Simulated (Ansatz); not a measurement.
# HfB2: equation of state, part 1 of 2

Aim: scale the cell of HfB2 up and down at fixed shape and fractional positions, and get the equilibrium volume and bulk modulus with LAPW, PAW and all-electron datasets made for the crystal.

Program: Ansatz 0.2.0. Level of theory: DFT PBEsol, scalar-relativistic. These are calculated values, not measurements.

## (1) The structure to begin with

Symmetry: P6/mmm, No. 191, hexagonal system. The conventional cell has a = 3.140 Å, b = 3.140 Å, c = 3.480 Å, α = 90.00°, β = 90.00°, γ = 120.00°. Hf (site symmetry 6/mmm) is surrounded by 12 B at 2.51 Å. B (site symmetry -6m2) is surrounded by 3 B at 1.81 Å and 6 Hf at 2.51 Å.

Coordinates:

```cif
data_structure
_symmetry_space_group_name_H-M 'P6/mmm'
_symmetry_Int_Tables_number 191
_cell_length_a 3.1400
_cell_length_b 3.1400
_cell_length_c 3.4800
_cell_angle_alpha 90.000
_cell_angle_beta 90.000
_cell_angle_gamma 120.000
_cell_volume 29.71
loop_
_atom_site_label
_atom_site_type_symbol
_atom_site_symmetry_multiplicity
_atom_site_Wyckoff_symbol
_atom_site_fract_x
_atom_site_fract_y
_atom_site_fract_z
_atom_site_occupancy
Hf1 Hf 1 a 0.00000 0.00000 0.00000 1
B1 B 2 d 0.33333 0.66667 0.50000 1
```

The file gives the conventional cell by its symmetry; the runs use the cell typed in the input.

Atoms are numbered in the order of the input: Hf1, B2, B3.

## (2) Volume × 0.94, LAPW

input.yaml reads:

```yaml
crystal:
  lattice:
    - [3.0759004798, 0.0, 0.0]
    - [-1.53795024, 2.663807955, 0.0]
    - [0.0, 0.0, 3.4089596583]
  atoms:
    - { symbol: Hf, position: [0.0, 0.0, 0.0] }
    - { symbol: B, position: [0.3333333333, 0.6666666667, 0.5] }
    - { symbol: B, position: [0.6666666667, 0.3333333333, 0.5] }
kpoints:
  mp_grid: { grid: [13, 13, 11] }
  band_path:
    path:
      - [0.0, 0.0, 0.0]
      - [0.5, 0.0, 0.0]
      - [0.3333333333, 0.3333333333, 0.0]
      - [0.0, 0.0, 0.0]
      - [0.0, 0.0, 0.5]
      - [0.5, 0.0, 0.5]
      - [0.3333333333, 0.3333333333, 0.5]
      - [0.0, 0.0, 0.5]
      - [0.5, 0.0, 0.5]
    npoints: 5
scf:
  occupations: { method: fermi_dirac, width: 0.05 }
hamiltonian:
  xc: pbesol
  pseudopotentials: { kind: all_electron, lapw: { basis_error: 0.0005 } }
output:
  forces: true
  stress: true
  eigenvalues: true
```

Command:

```sh
$ ansatz run input.yaml --threads 1 --pin off --max-ram 6144MiB --backend cpu --events-out ev --progress --plain --runs-dir out
```

What it wrote, shortened:

```text
LAPW: plane waves up to 9.294 Å⁻¹, error target 5.0e-4 eV per atom; small_component_spin mean_spin; B in spheres of 0.888 Å, 5 of its electrons in bands, Dirac shells []; Hf in spheres of 1.364 Å, 42 of its electrons in bands, Dirac shells []
[...]
Pseudopotentials: kind: all_electron
Pseudopotential: Hf, LAPW, valence charge 42, Koelling and Harmon's equation, gaussian nucleus
Pseudopotential: B, LAPW, valence charge 5, Koelling and Harmon's equation, gaussian nucleus
Functional definition: PBEsol
[...]
Crystal: 3 atoms, lattice volume = 27.932 Å³
Basis set: ecut = 329.113733801727 eV, 389 PW (Γ), exchange–correlation at level 2
Bands: 32, of which v1, the nominal top of the filled ones, is band 26 counted from 1 (25 counted from 0)
Symmetry: 24 space group operations
Space group: P6/mmm (ITA 191), of the structure as read, at distance tolerance 3.0e-5 Å
k-points: 126 of 1859
[...]
SCF iter   1: F=—  HF=-411477.429065 eV  |F-HF|=—  |Δ(HF+E_count)|=         —  Δρ=8.12e-2  dr2=3.36e0  ethr=6.46e-3  ⟨swp⟩=2.0  Hψ=25098  notcnv=0
[...]
the basis was enlarged: its passes take 278.6 KiB over the memory plan, 1 of 1 planned eigensolver slots
[...]
SCF iter   8: F=-411476.022958 eV  HF=-411476.022958 eV  |F-HF|=2.10e-8  |Δ(HF+E_count)|=   1.16e-6  Δρ=1.91e-5  dr2=8.96e-8  ethr=6.57e-9  ⟨swp⟩=3.0  Hψ=11871  notcnv=0
[...]
NSCF: frozen V_eff on 41 k-points
SCF converged after 8 iterations
Free energy (F): -411476.022958 eV
[...]
E sigma→0 (E₀):  -411476.022287 eV
Entropy (-TS):   -0.001341 eV (-0.447 meV/atom)
Fermi energy:    22.192231 eV
[...]
--- Forces (eV/Å), atoms counted from 1 ---
  atom   1  Hf     0.00000000    -0.00000000     0.00000000
  atom   2  B      0.00000000     0.00000000     0.00000000
  atom   3  B      0.00000000    -0.00000000     0.00000000
[...]
--- Stress (GPa, compression-positive) ---
       13.948006      -0.000000       0.000000
       -0.000000      13.948006       0.000000
        0.000000       0.000000      10.526199
  P = ⅓ Tr σ = 12.8074 GPa (128.074 kbar)
--- Band table (eV; the first three rows and the last of 126) ---
[...]
```

Wall time 18 s (1 thread of Intel Xeon 6975P-C (Granite Rapids), shared host); peak memory 0.57 GiB.

Read from it: pressure 12.81 GPa; no gap.

## (3) Volume × 0.94, PAW

input.yaml reads:

```yaml
crystal:
  lattice:
    - [3.0759004798, 0.0, 0.0]
    - [-1.53795024, 2.663807955, 0.0]
    - [0.0, 0.0, 3.4089596583]
  atoms:
    - { symbol: Hf, position: [0.0, 0.0, 0.0] }
    - { symbol: B, position: [0.3333333333, 0.6666666667, 0.5] }
    - { symbol: B, position: [0.6666666667, 0.3333333333, 0.5] }
kpoints:
  mp_grid: { grid: [13, 13, 11] }
scf:
  occupations: { method: fermi_dirac, width: 0.05 }
hamiltonian:
  xc: pbesol
  pseudopotentials: { kind: paw }
output:
  forces: true
  stress: true
  eigenvalues: true
  efg: { contact_densities: true }
```

Command:

```sh
$ ansatz run input.yaml --threads 1 --pin off --max-ram 6144MiB --backend cpu --events-out ev --progress --plain --runs-dir out
```

What it wrote, shortened:

```text
Hf: output.efg is read without spin–orbit coupling, which moves field gradients at and beside such atoms by some per cent and up to a factor of two; PAW files take it under magnetization.noncollinear and magnetization.spin_orbit
[...]
Pseudopotentials: kind: paw
Pseudopotential: Hf, paw, valence charge 26, recommended cutoff 420 eV (normal)
Pseudopotential: B, paw, valence charge 3, recommended cutoff 420 eV (normal)
Functional definition: PBEsol
[...]
Crystal: 3 atoms, lattice volume = 27.932 Å³
Basis set: ecut = 420 eV, 563 PW (Γ), exchange–correlation on 48×48×48 points (8 copies of the dense FFT grid, shifted against one another)
Bands: 20, of which v1, the nominal top of the filled ones, is band 16 counted from 1 (15 counted from 0)
Symmetry: 24 space group operations
Space group: P6/mmm (ITA 191), of the structure as read, at distance tolerance 3.0e-5 Å
k-points: 126 of 1859
[...]
       13.908603      -0.000000       0.000000
       -0.000000      13.908603       0.000000
        0.000000       0.000000      10.389679
  P = ⅓ Tr σ = 12.7356 GPa (127.356 kbar)
--- PAW observables at the nuclei: V_zz in 10²¹ V/m², potentials from the cell's mean, atoms counted from 1 ---
  atom   1  Hf V_zz =   +11.103931   η = 0.0000   by run symmetry: allowed
            electrostatic potential = -14185.940587 V   contact ρ = 7519023.961700 e/Å³
  atom   2  B  V_zz =    +0.050705   η = 0.0000   by run symmetry: allowed
            electrostatic potential = -337.659419 V   contact ρ = 481.356152 e/Å³
  atom   3  B  V_zz =    +0.050705   η = 0.0000   by run symmetry: allowed
            electrostatic potential = -337.659419 V   contact ρ = 481.356152 e/Å³
--- Band table (eV; the first three rows and the last of 126) ---
  k-point 0: bands = ["-39.8320", "-8.7649", "-8.1866", "-8.1866", "7.6279", "10.1965", "10.2135", "10.2364", "10.2364", "10.2384", "10.2384", "10.3483", "18.4793", "18.6574", "18.6574", "19.0257", "25.9639", "25.9639", "26.6561", "26.6561"]
[...]
```

Run time: 3 s. Hardware: 1 thread of Intel Xeon 6975P-C (Granite Rapids), shared host; peak memory 0.46 GiB.

Result: pressure 12.74 GPa; no gap; Vzz Hf1 11.10 (η = 0.00), B2 0.05 (η = 0.00) (10²¹ V/m²).

## (4) Volume × 0.94, crystal datasets

Changes to input.yaml since step 3:

```diff
@@ -15,3 +15,3 @@
   xc: pbesol
-  pseudopotentials: { kind: paw }
+  pseudopotentials: { kind: all_electron, datasets: crystal }
 output:
```

Command:

```sh
$ ansatz run input.yaml --threads 1 --pin off --max-ram 6144MiB --backend cpu --events-out ev --progress --plain --runs-dir out
```

What it wrote, shortened:

```text
[...]
Hf: output.efg is read without spin–orbit coupling, which moves field gradients at and beside such atoms by some per cent and up to a factor of two; PAW files take it under magnetization.noncollinear and magnetization.spin_orbit
[...]
Pseudopotentials: kind: all_electron
Pseudopotential: Hf, paw, valence charge 26, recommended cutoff 420 eV (normal), Koelling and Harmon's equation, gaussian nucleus
Pseudopotential: B, paw, valence charge 3, recommended cutoff 420 eV (normal), Koelling and Harmon's equation, gaussian nucleus
Functional definition: PBEsol
[...]
Crystal: 3 atoms, lattice volume = 27.932 Å³
Basis set: ecut = 420 eV, 563 PW (Γ), exchange–correlation on 48×48×48 points (8 copies of the dense FFT grid, shifted against one another)
Bands: 20, of which v1, the nominal top of the filled ones, is band 16 counted from 1 (15 counted from 0)
Symmetry: 24 space group operations
[...]
       13.946533      -0.000000       0.000000
       -0.000000      13.946533       0.000000
        0.000000       0.000000      10.526365
  P = ⅓ Tr σ = 12.8065 GPa (128.065 kbar)
--- PAW observables at the nuclei: V_zz in 10²¹ V/m², potentials from the cell's mean, atoms counted from 1 ---
  atom   1  Hf V_zz =   +11.738952   η = 0.0000   by run symmetry: allowed
            electrostatic potential = -14183.283455 V   contact ρ = 7515510.915202 e/Å³
  atom   2  B  V_zz =    +0.079545   η = 0.0000   by run symmetry: allowed
            electrostatic potential = -336.897173 V   contact ρ = 481.379404 e/Å³
  atom   3  B  V_zz =    +0.079545   η = 0.0000   by run symmetry: allowed
            electrostatic potential = -336.897173 V   contact ρ = 481.379404 e/Å³
--- Band table (eV; the first three rows and the last of 126) ---
  k-point 0: bands = ["-39.4132", "-8.3420", "-7.7682", "-7.7682", "8.0469", "10.6200", "10.6321", "10.6593", "10.6593", "10.6600", "10.6600", "10.7668", "18.8979", "19.0726", "19.0726", "19.4453", "26.3855", "26.3855"]
[...]
```

Run time: 17 s. Hardware: 1 thread of Intel Xeon 6975P-C (Granite Rapids), shared host; peak memory 0.73 GiB.

Read from it: pressure 12.81 GPa; no gap; Vzz Hf1 11.74 (η = 0.00), B2 0.08 (η = 0.00) (10²¹ V/m²).

## (5) Volume × 0.98, LAPW

input.yaml reads:

```yaml
crystal:
  lattice:
    - [3.1189256393, 0.0, 0.0]
    - [-1.5594628197, 2.7010688362, 0.0]
    - [0.0, 0.0, 3.4566435916]
  atoms:
    - { symbol: Hf, position: [0.0, 0.0, 0.0] }
    - { symbol: B, position: [0.3333333333, 0.6666666667, 0.5] }
    - { symbol: B, position: [0.6666666667, 0.3333333333, 0.5] }
kpoints:
  mp_grid: { grid: [13, 13, 11] }
  band_path:
    path:
      - [0.0, 0.0, 0.0]
      - [0.5, 0.0, 0.0]
      - [0.3333333333, 0.3333333333, 0.0]
      - [0.0, 0.0, 0.0]
      - [0.0, 0.0, 0.5]
      - [0.5, 0.0, 0.5]
      - [0.3333333333, 0.3333333333, 0.5]
      - [0.0, 0.0, 0.5]
      - [0.5, 0.0, 0.5]
    npoints: 5
scf:
  occupations: { method: fermi_dirac, width: 0.05 }
hamiltonian:
  xc: pbesol
  pseudopotentials: { kind: all_electron, lapw: { basis_error: 0.0005 } }
output:
  forces: true
  stress: true
  eigenvalues: true
```

Command:

```sh
$ ansatz run input.yaml --threads 1 --pin off --max-ram 6144MiB --backend cpu --events-out ev --progress --plain --runs-dir out
```

What it wrote, shortened:

```text
LAPW: plane waves up to 9.160 Å⁻¹, error target 5.0e-4 eV per atom; small_component_spin mean_spin; B in spheres of 0.900 Å, 5 of its electrons in bands, Dirac shells []; Hf in spheres of 1.380 Å, 42 of its electrons in bands, Dirac shells []
[...]
Pseudopotentials: kind: all_electron
Pseudopotential: Hf, LAPW, valence charge 42, Koelling and Harmon's equation, gaussian nucleus
Pseudopotential: B, LAPW, valence charge 5, Koelling and Harmon's equation, gaussian nucleus
Functional definition: PBEsol
[...]
Crystal: 3 atoms, lattice volume = 29.120 Å³
Basis set: ecut = 319.68306930123924 eV, 389 PW (Γ), exchange–correlation at level 2
Bands: 32, of which v1, the nominal top of the filled ones, is band 26 counted from 1 (25 counted from 0)
Symmetry: 24 space group operations
Space group: P6/mmm (ITA 191), of the structure as read, at distance tolerance 3.1e-5 Å
k-points: 126 of 1859
[...]
the basis was enlarged: its passes take 277.9 KiB over the memory plan, 1 of 1 planned eigensolver slots
[...]
SCF iter   8: F=-411476.072102 eV  HF=-411476.072102 eV  |F-HF|=2.09e-8  |Δ(HF+E_count)|=   1.14e-6  Δρ=1.89e-5  dr2=9.59e-8  ethr=6.32e-9  ⟨swp⟩=3.0  Hψ=11879  notcnv=0
[...]
NSCF: frozen V_eff on 41 k-points
SCF converged after 8 iterations
Free energy (F): -411476.072102 eV
[...]
E sigma→0 (E₀):  -411476.071366 eV
Entropy (-TS):   -0.001473 eV (-0.491 meV/atom)
Fermi energy:    21.284650 eV
[...]
--- Forces (eV/Å), atoms counted from 1 ---
  atom   1  Hf     0.00000000     0.00000000     0.00000000
  atom   2  B     -0.00000000     0.00000000     0.00000000
  atom   3  B      0.00000000    -0.00000000     0.00000000
[...]
--- Stress (GPa, compression-positive) ---
        1.507738      -0.000000       0.000000
       -0.000000       1.507738       0.000000
        0.000000       0.000000      -0.485636
  P = ⅓ Tr σ = 0.8433 GPa (8.433 kbar)
--- Band table (eV; the first three rows and the last of 126) ---
[...]
```

Run time: 18 s. Hardware: 1 thread of Intel Xeon 6975P-C (Granite Rapids), shared host; peak memory 0.59 GiB.

In short: pressure 0.84 GPa; no gap.

## (6) Volume × 0.98, PAW

input.yaml reads:

```yaml
crystal:
  lattice:
    - [3.1189256393, 0.0, 0.0]
    - [-1.5594628197, 2.7010688362, 0.0]
    - [0.0, 0.0, 3.4566435916]
  atoms:
    - { symbol: Hf, position: [0.0, 0.0, 0.0] }
    - { symbol: B, position: [0.3333333333, 0.6666666667, 0.5] }
    - { symbol: B, position: [0.6666666667, 0.3333333333, 0.5] }
kpoints:
  mp_grid: { grid: [13, 13, 11] }
scf:
  occupations: { method: fermi_dirac, width: 0.05 }
hamiltonian:
  xc: pbesol
  pseudopotentials: { kind: paw }
output:
  forces: true
  stress: true
  eigenvalues: true
  efg: { contact_densities: true }
```

Command:

```sh
$ ansatz run input.yaml --threads 1 --pin off --max-ram 6144MiB --backend cpu --events-out ev --progress --plain --runs-dir out
```

What it wrote, shortened:

```text
Hf: output.efg is read without spin–orbit coupling, which moves field gradients at and beside such atoms by some per cent and up to a factor of two; PAW files take it under magnetization.noncollinear and magnetization.spin_orbit
[...]
Pseudopotentials: kind: paw
Pseudopotential: Hf, paw, valence charge 26, recommended cutoff 420 eV (normal)
Pseudopotential: B, paw, valence charge 3, recommended cutoff 420 eV (normal)
Functional definition: PBEsol
[...]
Crystal: 3 atoms, lattice volume = 29.120 Å³
Basis set: ecut = 420 eV, 563 PW (Γ), exchange–correlation on 48×48×48 points (8 copies of the dense FFT grid, shifted against one another)
Bands: 20, of which v1, the nominal top of the filled ones, is band 16 counted from 1 (15 counted from 0)
Symmetry: 24 space group operations
Space group: P6/mmm (ITA 191), of the structure as read, at distance tolerance 3.1e-5 Å
k-points: 126 of 1859
[...]
        1.477436      -0.000000       0.000000
       -0.000000       1.477436      -0.000000
        0.000000      -0.000000      -0.608581
  P = ⅓ Tr σ = 0.7821 GPa (7.821 kbar)
--- PAW observables at the nuclei: V_zz in 10²¹ V/m², potentials from the cell's mean, atoms counted from 1 ---
  atom   1  Hf V_zz =   +10.906237   η = 0.0000   by run symmetry: allowed
            electrostatic potential = -14184.858190 V   contact ρ = 7519015.537177 e/Å³
  atom   2  B  V_zz =    +0.055497   η = 0.0000   by run symmetry: allowed
            electrostatic potential = -336.511097 V   contact ρ = 481.277033 e/Å³
  atom   3  B  V_zz =    +0.055497   η = 0.0000   by run symmetry: allowed
            electrostatic potential = -336.511097 V   contact ρ = 481.277033 e/Å³
--- Band table (eV; the first three rows and the last of 126) ---
  k-point 0: bands = ["-40.8594", "-9.7556", "-9.2370", "-9.2370", "6.9732", "9.1598", "9.1795", "9.1945", "9.1945", "9.1976", "9.1976", "9.2975", "17.7034", "17.8605", "17.8605", "18.1081", "24.8692", "24.8692", "25.5431", "25.5431"]
[...]
```

Wall time 3.1 s (1 thread of Intel Xeon 6975P-C (Granite Rapids), shared host); peak memory 0.46 GiB.

Read from it: pressure 0.78 GPa; no gap; Vzz Hf1 10.91 (η = 0.00), B2 0.06 (η = 0.00) (10²¹ V/m²).

## (7) Volume × 0.98, crystal datasets

Changes to input.yaml since step 6:

```diff
@@ -15,3 +15,3 @@
   xc: pbesol
-  pseudopotentials: { kind: paw }
+  pseudopotentials: { kind: all_electron, datasets: crystal }
 output:
```

Command:

```sh
$ ansatz run input.yaml --threads 1 --pin off --max-ram 6144MiB --backend cpu --events-out ev --progress --plain --runs-dir out
```

What it wrote, shortened:

```text
[...]
Hf: output.efg is read without spin–orbit coupling, which moves field gradients at and beside such atoms by some per cent and up to a factor of two; PAW files take it under magnetization.noncollinear and magnetization.spin_orbit
[...]
Pseudopotentials: kind: all_electron
Pseudopotential: Hf, paw, valence charge 26, recommended cutoff 400 eV (normal), Koelling and Harmon's equation, gaussian nucleus
Pseudopotential: B, paw, valence charge 3, recommended cutoff 400 eV (normal), Koelling and Harmon's equation, gaussian nucleus
Functional definition: PBEsol
[...]
Crystal: 3 atoms, lattice volume = 29.120 Å³
Basis set: ecut = 400 eV, 539 PW (Γ), exchange–correlation on 48×48×48 points (8 copies of the dense FFT grid, shifted against one another)
Bands: 20, of which v1, the nominal top of the filled ones, is band 16 counted from 1 (15 counted from 0)
Symmetry: 24 space group operations
[...]
--- Stress (GPa, compression-positive) ---
        1.506299      -0.000000       0.000000
       -0.000000       1.506299      -0.000000
        0.000000      -0.000000      -0.485200
  P = ⅓ Tr σ = 0.8425 GPa (8.425 kbar)
--- PAW observables at the nuclei: V_zz in 10²¹ V/m², potentials from the cell's mean, atoms counted from 1 ---
  atom   1  Hf V_zz =   +11.468614   η = 0.0000   by run symmetry: allowed
            electrostatic potential = -14182.191064 V   contact ρ = 7515502.575551 e/Å³
  atom   2  B  V_zz =    +0.082590   η = 0.0000   by run symmetry: allowed
            electrostatic potential = -335.775256 V   contact ρ = 481.300233 e/Å³
  atom   3  B  V_zz =    +0.082590   η = 0.0000   by run symmetry: allowed
            electrostatic potential = -335.775256 V   contact ρ = 481.300233 e/Å³
--- Band table (eV; the first three rows and the last of 126) ---
  k-point 0: bands = ["-40.4597", "-9.3514", "-8.8371", "-8.8371", "7.3740", "9.5623", "9.5771", "9.5964", "9.5964", "9.5982", "9.5982", "9.6950", "18.1039", "18.2579", "18.2579", "18.5092", "25.2723", "25.2723"]
[...]
```

It took 16 s on 1 thread of Intel Xeon 6975P-C (Granite Rapids), shared host; peak memory 0.71 GiB.

Read from it: pressure 0.84 GPa; no gap; Vzz Hf1 11.47 (η = 0.00), B2 0.08 (η = 0.00) (10²¹ V/m²).

## (8) Volume × 1.01, LAPW

input.yaml reads:

```yaml
crystal:
  lattice:
    - [3.1504320712, 0.0, 0.0]
    - [-1.5752160356, 2.7283542065, 0.0]
    - [0.0, 0.0, 3.4915615467]
  atoms:
    - { symbol: Hf, position: [0.0, 0.0, 0.0] }
    - { symbol: B, position: [0.3333333333, 0.6666666667, 0.5] }
    - { symbol: B, position: [0.6666666667, 0.3333333333, 0.5] }
kpoints:
  mp_grid: { grid: [13, 13, 11] }
  band_path:
    path:
      - [0.0, 0.0, 0.0]
      - [0.5, 0.0, 0.0]
      - [0.3333333333, 0.3333333333, 0.0]
      - [0.0, 0.0, 0.0]
      - [0.0, 0.0, 0.5]
      - [0.5, 0.0, 0.5]
      - [0.3333333333, 0.3333333333, 0.5]
      - [0.0, 0.0, 0.5]
      - [0.5, 0.0, 0.5]
    npoints: 5
scf:
  occupations: { method: fermi_dirac, width: 0.05 }
hamiltonian:
  xc: pbesol
  pseudopotentials: { kind: all_electron, lapw: { basis_error: 0.0005 } }
output:
  forces: true
  stress: true
  eigenvalues: true
```

Command:

```sh
$ ansatz run input.yaml --threads 1 --pin off --max-ram 6144MiB --backend cpu --events-out ev --progress --plain --runs-dir out
```

What it wrote, shortened:

```text
LAPW: plane waves up to 9.065 Å⁻¹, error target 5.0e-4 eV per atom; small_component_spin mean_spin; B in spheres of 0.909 Å, 5 of its electrons in bands, Dirac shells []; Hf in spheres of 1.391 Å, 42 of its electrons in bands, Dirac shells []
[...]
Pseudopotentials: kind: all_electron
Pseudopotential: Hf, LAPW, valence charge 42, Koelling and Harmon's equation, gaussian nucleus
Pseudopotential: B, LAPW, valence charge 5, Koelling and Harmon's equation, gaussian nucleus
Functional definition: PBEsol
[...]
Crystal: 3 atoms, lattice volume = 30.012 Å³
Basis set: ecut = 313.0854590764258 eV, 389 PW (Γ), exchange–correlation at level 2
Bands: 32, of which v1, the nominal top of the filled ones, is band 26 counted from 1 (25 counted from 0)
Symmetry: 24 space group operations
Space group: P6/mmm (ITA 191), of the structure as read, at distance tolerance 3.1e-5 Å
k-points: 126 of 1859
[...]
the basis was enlarged: its passes take 304.8 KiB over the memory plan, 1 of 1 planned eigensolver slots
[...]
SCF iter   9: F=-411476.055283 eV  HF=-411476.055283 eV  |F-HF|=1.28e-9  |Δ(HF+E_count)|=   1.29e-8  Δρ=4.69e-6  dr2=6.70e-9  ethr=1.94e-10  ⟨swp⟩=2.0  Hψ=11480  notcnv=0
[...]
NSCF: frozen V_eff on 41 k-points
SCF converged after 9 iterations
Free energy (F): -411476.055283 eV
[...]
E sigma→0 (E₀):  -411476.054497 eV
Entropy (-TS):   -0.001571 eV (-0.524 meV/atom)
Fermi energy:    20.646262 eV
[...]
--- Forces (eV/Å), atoms counted from 1 ---
  atom   1  Hf     0.00000000    -0.00000000     0.00000000
  atom   2  B      0.00000000    -0.00000000    -0.00000000
  atom   3  B      0.00000000     0.00000000     0.00000000
[...]
--- Stress (GPa, compression-positive) ---
       -6.367705      -0.000000      -0.000000
       -0.000000      -6.367705      -0.000000
       -0.000000      -0.000000      -7.360944
  P = ⅓ Tr σ = -6.6988 GPa (-66.988 kbar)
--- Band table (eV; the first three rows and the last of 126) ---
[...]
```

Run time: 19 s. Hardware: 1 thread of Intel Xeon 6975P-C (Granite Rapids), shared host; peak memory 0.56 GiB.

Result: pressure -6.70 GPa; no gap.

(Continued in part 2 of 2.)
